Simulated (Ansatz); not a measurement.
BeTe:

```
Be Te
1.0
     0.00000    2.68031    2.68031
     2.68031    0.00000    2.68031
     2.68031    2.68031    0.00000
Be Te
1 1
Cartesian
  2.6803 2.6803 2.6803
  0.0000 0.0000 0.0000
```

The cell was built by a generator and needn't be a form met in nature.

```yaml
Program: Ansatz 0.2.0
Task: relaxation of cell and atoms
Functional: B3LYP
Potentials_or_basis: Ansatz PAW
Cutoff: "420 eV (not typed: the program's choice for these potentials)"
k_mesh: 5 × 5 × 5
Occupations: fermi-dirac, width 0.05 eV
Spin: no spin polarisation
```

At the start: volume 19.26 Å³/atom.

**Question.** Where does the relaxation end?

**Answer.** It ends after 3 steps and the volume is 20.16 Å³/atom (+4.7 %); space group Fm-3m (No. 225, to 0.05 Å).

Step by step:
| step | energy change (eV) | largest force (eV/Å) | volume (Å³) |
| --- | --- | --- | --- |
| 1 | 0.0000 | 0.0000 | 38.51 |
| 2 | -0.0163 | 0.0000 | 40.33 |
| 3 | -0.0167 | 0.0000 | 40.33 |

Final structure:
```xyz
2
Lattice="0.0000 2.7218 2.7218 2.7218 0.0000 2.7218 2.7218 2.7218 0.0000" Properties=species:S:1:pos:R:3 pbc="T T T"
Be    2.7218    2.7218    2.7218
Te    0.0000    0.0000    0.0000
```

Caveat: the k mesh is coarse (spacing up to 0.41 Å⁻¹), so the values aren't converged, least of all with exact exchange; the plane-wave basis is chosen anew once the cell has moved, so the energies of steps on either side of that aren't comparable; the PAW data sets come from PBE, with cores solved anew for the run's functional, which leaves a small shift of forces and pressure.
